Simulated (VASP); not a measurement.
Write the native input for VASP 6.6.1 that does the following.

```
Task                   : relaxation of cell and atoms
Functional             : LDA
Potentials or basis    : VASP PAW LDA potentials, release 64 (B, N)
Cutoff                 : 520 eV
k mesh                 : 15 × 15 × 6
Occupations            : gaussian, width 0.02 eV
Spin                   : no spin polarisation
Further INCAR settings : ALGO = Normal; EDIFF = 1e-07; IBRION = 2; EDIFFG = -0.002; NSW = 80; ISIF = 3
```

The structure of BN lies in POSCAR:

```
BN
1.0
    2.4982400000      0.0000000000      0.0000000000
   -1.2491200000      2.1635393000      0.0000000000
    0.0000000000      0.0000000000      6.6357000000
B N
2 2
Direct
    0.3333333300      0.6666666700      0.2500000000
    0.6666666700      0.3333333300      0.7500000000
    0.3333333300      0.6666666700      0.7500000000
    0.6666666700      0.3333333300      0.2500000000
```

The input as run:

INCAR

```
PREC = Accurate
ENCUT = 520
EDIFF = 1E-7
ISMEAR = 0
SIGMA = 0.02
LREAL = F
LASPH = T
NELM = 100
ALGO = Normal
ISIF = 3
LWAVE = F
LCHARG = F
IBRION = 2
NSW = 80
EDIFFG = -0.002
KPAR = 4
```

KPOINTS

```
regular mesh
0
Gamma
  15 15 6
```

Potentials or basis: VASP PAW LDA potentials, release 64 (B, N).

Run with:

```sh
$ cat potpaw_LDA.64/B/POTCAR potpaw_LDA.64/N/POTCAR > POTCAR
$ mpirun -np 4 vasp_std > vasp.out
```

It gave:

| Quantity | Value |
| --- | --- |
| Relaxed volume | 8.68 Å³/atom |
| Relaxed cell | a = 2.491 Å, b = 2.491 Å, c = 6.461 Å, α = 90.00°, β = 90.00°, γ = 120.00° |
| Space group after relaxing (to 0.05 Å) | P6_3/mmc (No. 194) |
| Energy gained by relaxing | 1.1 meV/atom |
| Ionic steps | 12 |
| Pressure after relaxing | 0.0 GPa |
| Band gap on the k mesh | 4.06 eV, indirect (least direct gap 4.45 eV) |

Caveat: an odd mesh through Γ misses points on the zone boundary, where band edges often lie.

It took 72 s on 4 MPI ranks on Intel(R) Xeon(R) Platinum 8488C (Sapphire Rapids), on a shared host, peak memory 0.15 GiB a rank.
